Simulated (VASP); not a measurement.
EuO2, 3 atoms in the cell. Symmetry: I4/mmm, No. 139, tetragonal system. The conventional cell has a = 3.861 Å, b = 3.861 Å, c = 5.477 Å, α = 90.00°, β = 90.00°, γ = 90.00°. Eu (site symmetry 4/mmm) is surrounded by 8 O at 2.37 Å. O (site symmetry -4m2) is surrounded by 4 Eu at 2.37 Å. The cell comes from a database or a generator and needn't be the stable form of this composition.

| Item | Value |
| --- | --- |
| Program | VASP 6.6.1 |
| Task | relaxation of cell and atoms |
| Functional | r2SCAN |
| Potentials or basis | VASP PAW PBE potentials, release 64 (Eu, O) |
| Cutoff | 600 eV |
| k mesh | 7 × 7 × 7 |
| Occupations | gaussian, width 0.05 eV |
| Spin | collinear spin, ferromagnetic start |
| Starting moments | [7.0, 0.0, 0.0] μB |
| Further INCAR settings | ALGO = Normal; EDIFF = 1e-06; IBRION = 2; EDIFFG = -0.02; NSW = 60; ISIF = 3 |

Potentials or basis: VASP PAW PBE potentials, release 64 (Eu, O).

The run is started by

```sh
$ cat potpaw_PBE.64/Eu/POTCAR potpaw_PBE.64/O/POTCAR > POTCAR
$ mpirun -np 1 vasp_std > vasp.out
```

Hardware: 1 thread of Intel(R) Xeon(R) 6975P-C (Granite Rapids), with other jobs on the host.

Task: How long does it take, and how much memory?

Result: Run time: 8.5 min on 1 thread of Intel(R) Xeon(R) 6975P-C (Granite Rapids), on a shared host, peak memory 0.29 GiB. Counts: scf iterations 60, k points 40, ion steps 3.
